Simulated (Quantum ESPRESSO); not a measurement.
AlNi under changes of volume

One of the cells (11.956 Å³/atom); the others are scaled copies at fixed shape and fractional positions:

```
Ni Al
1.0
     2.88100    0.00000    0.00000
     0.00000    2.88100    0.00000
     0.00000    0.00000    2.88100
Ni Al
1 1
Direct
  0.50000 0.50000 0.50000
  0.00000 0.00000 0.00000
```

- Program: Quantum ESPRESSO 7.5
- Functional: PBEsol
- Potentials or basis: PseudoDojo 0.4.1 SR PBEsol standard
- Cutoff: 1333 eV
- Density cutoff: 5333 eV
- k mesh: 9 × 9 × 9
- Occupations: fermi-dirac, width 0.05 eV
- Spin: collinear spin, ferromagnetic start
- Starting moments: [1.0, 0.0] μB

```tsv
volume (Å³/atom)	energy over the lowest point (meV/atom)	pressure (GPa)
11.239	11.54	8.0
11.478	?	?
11.717	0.00	0.1
11.956	2.48	-3.3
12.196	9.72	-6.3
12.435	21.23	-9.0
12.674	36.57	-11.4
```

What does the run at 11.478 Å³/atom give?

Energy over the lowest point 2.82 meV/atom; pressure 3.8 GPa.

Worked out: A Birch-Murnaghan fit of order 3 (a polynomial in V^(-2/3)) to the other rows has its minimum at 11.72 Å³/atom with B0 = V·E''(V) = 173 GPa and B' = 4.3. It gives 2.83 meV/atom at 11.478 Å³/atom, against the run's 2.82, and -dE/dV = 3.8 GPa, against 3.8.

Energies are extrapolated to zero smearing.
